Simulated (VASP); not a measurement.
NiO2: band structure with TPSS

NiO2:

```xyz
3
Lattice="2.7988 0.0000 0.0000 -1.3994 2.4238 0.0000 0.0000 0.0000 4.6183" Properties=species:S:1:pos:R:3 pbc="T T T"
Ni    0.0000    0.0000    2.3091
O     0.0000    1.6159    1.3576
O     1.3994    0.8079    3.2607
```

The cell comes from a database or a generator and needn't be the stable form of this composition.

```json
{
  "Program": "VASP 6.6.1",
  "Task": "band structure",
  "Functional": "TPSS",
  "Potentials or basis": "VASP PAW PBE potentials, release 64 (Ni, O)",
  "Cutoff": "520 eV",
  "k mesh": "8 × 8 × 5",
  "Occupations": "fermi-dirac, width 0.05 eV",
  "Spin": "collinear spin, ferromagnetic start",
  "Starting moments": "[1.0, 0.0, 0.0] μB",
  "Further INCAR settings": "ALGO = Normal; EDIFF = 1e-06"
}
```

```yaml
Pressure: 2.2 GPa
Largest_force: 0.010 eV/Å
Band_gap_on_the_k_mesh: 1.17 eV, indirect (least direct gap 1.36 eV)
Band_gap_along_the_path: 1.24 eV, indirect (least direct gap 1.52 eV)
Net_moment: 0.00 μB per cell
Valence_electrons_inside_the_program's_atomic_spheres: Ni 9.50; O 4.90
```

Forces in eV/Å, atoms in the order of the input:
```
Ni   0.000  0.000  0.000
O    0.000  0.000  0.010
O    0.000  0.000 -0.010
```

Stress tensor (GPa, compression positive):
```
2.33 0.00 0.00
0.00 2.33 0.00
0.00 0.00 1.81
```

Levels at the corners of the path, in eV from the valence-band top:
Spin up:
| point | band 9 | band 10 | band 11 | band 12 | band 13 | band 14 |
| --- | --- | --- | --- | --- | --- | --- |
| Γ | -0.88 | -0.56 | -0.47 | 2.38 | 2.38 | 8.10 |
| M | -1.87 | -1.69 | -1.07 | 1.74 | 2.34 | 12.87 |
| M | -1.87 | -1.69 | -1.07 | 1.74 | 2.34 | 12.87 |
| K | -1.91 | -0.79 | -0.79 | 1.52 | 1.52 | 14.65 |
| K | -1.91 | -0.79 | -0.79 | 1.52 | 1.52 | 14.65 |
| Γ | -0.88 | -0.56 | -0.47 | 2.38 | 2.38 | 8.10 |
| Γ | -0.88 | -0.56 | -0.47 | 2.38 | 2.38 | 8.10 |
| A | -0.92 | -0.92 | -0.16 | 2.42 | 2.42 | 10.07 |
| A | -0.92 | -0.92 | -0.16 | 2.42 | 2.42 | 10.07 |
| L | -1.72 | -1.41 | -1.16 | 1.76 | 2.26 | 12.28 |
| L | -1.72 | -1.41 | -1.16 | 1.76 | 2.26 | 12.28 |
| H | -1.90 | -0.91 | -0.91 | 1.80 | 1.80 | 14.38 |
| H | -1.90 | -0.91 | -0.91 | 1.80 | 1.80 | 14.38 |
| A | -0.92 | -0.92 | -0.16 | 2.42 | 2.42 | 10.07 |
| L | -1.72 | -1.41 | -1.16 | 1.76 | 2.26 | 12.28 |
| M | -1.87 | -1.69 | -1.07 | 1.74 | 2.34 | 12.87 |
| K | -1.91 | -0.79 | -0.79 | 1.52 | 1.52 | 14.65 |
| H | -1.90 | -0.91 | -0.91 | 1.80 | 1.80 | 14.38 |
Spin down:
```csv
point,band 9,band 10,band 11,band 12,band 13,band 14
Γ,-0.88,-0.56,-0.47,2.38,2.38,8.10
M,-1.87,-1.69,-1.07,1.74,2.34,12.87
M,-1.87,-1.69,-1.07,1.74,2.34,12.87
K,-1.91,-0.79,-0.79,1.52,1.52,14.65
K,-1.91,-0.79,-0.79,1.52,1.52,14.65
Γ,-0.88,-0.56,-0.47,2.38,2.38,8.10
Γ,-0.88,-0.56,-0.47,2.38,2.38,8.10
A,-0.92,-0.92,-0.16,2.42,2.42,10.07
A,-0.92,-0.92,-0.16,2.42,2.42,10.07
L,-1.72,-1.41,-1.16,1.76,2.26,12.28
L,-1.72,-1.41,-1.16,1.76,2.26,12.28
H,-1.90,-0.91,-0.91,1.80,1.80,14.38
H,-1.90,-0.91,-0.91,1.80,1.80,14.38
A,-0.92,-0.92,-0.16,2.42,2.42,10.07
L,-1.72,-1.41,-1.16,1.76,2.26,12.28
M,-1.87,-1.69,-1.07,1.74,2.34,12.87
K,-1.91,-0.79,-0.79,1.52,1.52,14.65
H,-1.90,-0.91,-0.91,1.80,1.80,14.38
```

Run time: 4.1 min on 1 thread of Intel(R) Xeon(R) Platinum 8488C (Sapphire Rapids) (shared host), peak memory 0.21 GiB.

Caveat: the PAW data sets were made with another functional, which shifts forces and pressure a little. TPSS opens gaps a little over a GGA but as a rule still falls short of measured ones.
